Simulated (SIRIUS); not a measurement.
Ce in SIRIUS: convergence with gk cutoff

Input of the first run (gk cutoff 1.93 1/bohr); the others differ in this setting and in those tied to it:

Contents of sirius.json:

```json
{
  "control": {
    "processing_unit": "cpu",
    "std_evp_solver_name": "lapack",
    "gen_evp_solver_name": "lapack",
    "verbosity": 2,
    "print_forces": true,
    "ortho_rf": true,
    "use_second_variation": true,
    "rmt_max": 3.0,
    "num_bands_to_print": 24,
    "save_wf": true
  },
  "parameters": {
    "electronic_structure_method": "full_potential_lapwlo",
    "xc_functionals": ["XC_GGA_X_PBE", "XC_GGA_C_PBE"],
    "core_relativity": "dirac",
    "valence_relativity": "iora",
    "num_fv_states": 25,
    "smearing": "fermi_dirac",
    "smearing_width": 0.0018374661,
    "pw_cutoff": 20,
    "gk_cutoff": 1.93,
    "lmax_apw": 10,
    "lmax_rho": 8,
    "lmax_pot": 8,
    "num_mag_dims": 1,
    "auto_rmt": 0,
    "ngridk": [9, 9, 9],
    "shiftk": [0, 0, 0],
    "num_dft_iter": 80,
    "energy_tol": 1e-07,
    "density_tol": 1e-05,
    "use_symmetry": true
  },
  "settings": {"tol_ne": 1e-10},
  "iterative_solver": {"type": "exact"},
  "mixer": {"type": "anderson", "beta": 0.2, "max_history": 12},
  "unit_cell": {
    "lattice_vectors": [[0.0, 4.8766272372, 4.8766272372], [4.8766272372, 0.0, 4.8766272372], [4.8766272372, 4.8766272372, 0.0]],
    "atom_types": ["Ce"],
    "atom_files": {"Ce": "Ce.json"},
    "atoms": {"Ce": [[0.0, 0.0, 0.0, 0.0, 0.0, 1.0]]}
  }
}
```

Contents of Ce.json:

```json
{
  "name": "cerium",
  "symbol": "Ce",
  "number": 58,
  "mass": 140.116,
  "rmin": 1e-06,
  "rmt": 2.65,
  "nrmt": 800,
  "rinf": 18.93,
  "core": "1s2s2p3s3p3d4s4p",
  "valence": [
    {"basis": [{"enu": 0.08, "dme": 0, "n": 0, "auto": 0}, {"enu": 0.08, "dme": 1, "n": 0, "auto": 0}]},
    {"l": 0, "n": 1, "basis": [{"enu": 0.18, "dme": 0, "n": 0, "auto": 0}]},
    {"l": 1, "n": 2, "basis": [{"enu": 0.18, "dme": 0, "n": 0, "auto": 0}]},
    {"l": 2, "n": 3, "basis": [{"enu": 0.18, "dme": 0, "n": 0, "auto": 0}]},
    {"l": 3, "n": 4, "basis": [{"enu": 0.18, "dme": 0, "n": 0, "auto": 0}]},
    {"l": 4, "n": 5, "basis": [{"enu": 0.18, "dme": 0, "n": 0, "auto": 0}]}
  ],
  "lo": [
    {"l": 0, "basis": [{"enu": 0.18, "dme": 0, "n": 0, "auto": 0}, {"enu": 0.18, "dme": 1, "n": 0, "auto": 0}]},
    {
      "l": 0,
      "basis": [{"enu": -1.195, "dme": 0, "n": 5, "auto": 1}, {"enu": -1.195, "dme": 1, "n": 5, "auto": 1}]
    },
    {"l": 0, "basis": [{"enu": -1.195, "dme": 1, "n": 5, "auto": 1}, {"enu": 0.18, "dme": 0, "n": 0, "auto": 0}]},
    {"l": 0, "basis": [{"enu": 0.18, "dme": 0, "n": 0, "auto": 0}, {"enu": 2.4584, "dme": 0, "n": 0, "auto": 0}]},
    {"l": 1, "basis": [{"enu": 0.18, "dme": 0, "n": 0, "auto": 0}, {"enu": 0.18, "dme": 1, "n": 0, "auto": 0}]},
    {
      "l": 1,
      "basis": [{"enu": -0.5581, "dme": 0, "n": 5, "auto": 1}, {"enu": -0.5581, "dme": 1, "n": 5, "auto": 1}]
    },
    {
      "l": 1,
      "basis": [{"enu": -0.5581, "dme": 1, "n": 5, "auto": 1}, {"enu": 0.18, "dme": 0, "n": 0, "auto": 0}]
    },
    {"l": 1, "basis": [{"enu": 0.18, "dme": 0, "n": 0, "auto": 0}, {"enu": 2.8001, "dme": 0, "n": 0, "auto": 0}]},
    {"l": 2, "basis": [{"enu": 0.18, "dme": 0, "n": 0, "auto": 0}, {"enu": 0.18, "dme": 1, "n": 0, "auto": 0}]},
    {
      "l": 2,
      "basis": [{"enu": -3.7627, "dme": 0, "n": 4, "auto": 1}, {"enu": -3.7627, "dme": 1, "n": 4, "auto": 1}]
    },
    {
      "l": 2,
      "basis": [{"enu": -3.7627, "dme": 1, "n": 4, "auto": 1}, {"enu": 0.18, "dme": 0, "n": 0, "auto": 0}]
    },
    {"l": 2, "basis": [{"enu": 0.18, "dme": 0, "n": 0, "auto": 0}, {"enu": 3.1419, "dme": 0, "n": 0, "auto": 0}]},
    {"l": 3, "basis": [{"enu": 0.18, "dme": 0, "n": 0, "auto": 0}, {"enu": 0.18, "dme": 1, "n": 0, "auto": 0}]},
    {"l": 3, "basis": [{"enu": 0.18, "dme": 1, "n": 0, "auto": 0}, {"enu": 0.18, "dme": 2, "n": 0, "auto": 0}]},
    {"l": 3, "basis": [{"enu": 0.18, "dme": 0, "n": 0, "auto": 0}, {"enu": 2.6578, "dme": 0, "n": 0, "auto": 0}]},
    {"l": 4, "basis": [{"enu": 0.18, "dme": 0, "n": 0, "auto": 0}, {"enu": 0.18, "dme": 1, "n": 0, "auto": 0}]},
    {"l": 4, "basis": [{"enu": 0.18, "dme": 0, "n": 0, "auto": 0}, {"enu": 2.9141, "dme": 0, "n": 0, "auto": 0}]}
  ],
  "free_atom": [... radial grid and density of the free atom, the start of the SCF ...]
}
```

The input sirius_start.json:

```json
{
  "control": {
    "processing_unit": "cpu",
    "std_evp_solver_name": "lapack",
    "gen_evp_solver_name": "lapack",
    "verbosity": 1,
    "print_forces": false,
    "ortho_rf": true,
    "use_second_variation": true,
    "rmt_max": 3.0,
    "num_bands_to_print": 24,
    "save_wf": false
  },
  "parameters": {
    "electronic_structure_method": "full_potential_lapwlo",
    "xc_functionals": ["XC_LDA_X", "XC_LDA_C_PW"],
    "core_relativity": "dirac",
    "valence_relativity": "iora",
    "num_fv_states": 25,
    "smearing": "fermi_dirac",
    "smearing_width": 0.0055123983,
    "pw_cutoff": 20,
    "gk_cutoff": 1.54,
    "lmax_apw": 10,
    "lmax_rho": 8,
    "lmax_pot": 8,
    "num_mag_dims": 1,
    "auto_rmt": 0,
    "ngridk": [4, 4, 4],
    "shiftk": [0, 0, 0],
    "num_dft_iter": 30,
    "energy_tol": 0.01,
    "density_tol": 0.05,
    "use_symmetry": true
  },
  "settings": {"tol_ne": 1e-10},
  "iterative_solver": {"type": "exact"},
  "mixer": {"type": "anderson", "beta": 0.2, "max_history": 12},
  "unit_cell": {
    "lattice_vectors": [[0.0, 4.8766272372, 4.8766272372], [4.8766272372, 0.0, 4.8766272372], [4.8766272372, 4.8766272372, 0.0]],
    "atom_types": ["Ce"],
    "atom_files": {"Ce": "Ce.json"},
    "atoms": {"Ce": [[0.0, 0.0, 0.0, 0.0, 0.0, 1.0]]}
  }
}
```

Potentials or basis: all-electron FP-LAPW, apw+lo standard.

The run is started by

```bash
$ OMP_NUM_THREADS=1 sirius.scf --input=sirius_start.json --output=start.json
$ OMP_NUM_THREADS=1 sirius.scf --input=sirius.json --output=output.json --task=1
```

Hardware: 1 thread of Arm Neoverse V2, with other jobs on the host.

Task: The values tried are 1.93 1/bohr, 2.28 1/bohr, 2.63 1/bohr, 2.98 1/bohr, 3.33 1/bohr, 3.68 1/bohr, 4.04 1/bohr, loosest first. From which on does the largest site moment stay within 0.02 μB of the tightest run that finished?

Result: From 2.63 1/bohr on.

| gk cutoff | energy less the tightest run, at zero smearing (meV/atom) | largest site moment (μB) | SCF cycles | CPU time (s) | peak memory (GiB) |
| --- | --- | --- | --- | --- | --- |
| 1.93 1/bohr | 2900.10 | 0.82 | 22 | 83 | 0.56 |
| 2.28 1/bohr | 732.87 | 0.32 | 35 | 120 | 0.57 |
| 2.63 1/bohr | 227.03 | 0.64 | 17 | 72 | 0.57 |
| 2.98 1/bohr | 69.30 | 0.66 | 18 | 77 | 0.58 |
| 3.33 1/bohr | 15.62 | 0.65 | 19 | 82 | 0.6 |
| 3.68 1/bohr | 3.77 | 0.66 | 16 | 92 | 0.66 |
| 4.04 1/bohr | 0.00 | 0.66 | 16 | 120 | 0.76 |

Not settled before the last step: the energy (to 1 meV/atom). The tightest run that finished is the yardstick and may itself not be fully converged.

Caveat, for the tightest run too: the magnetic or orbital state may not be the lowest. The state reached can hang on the start; a lower one may exist.
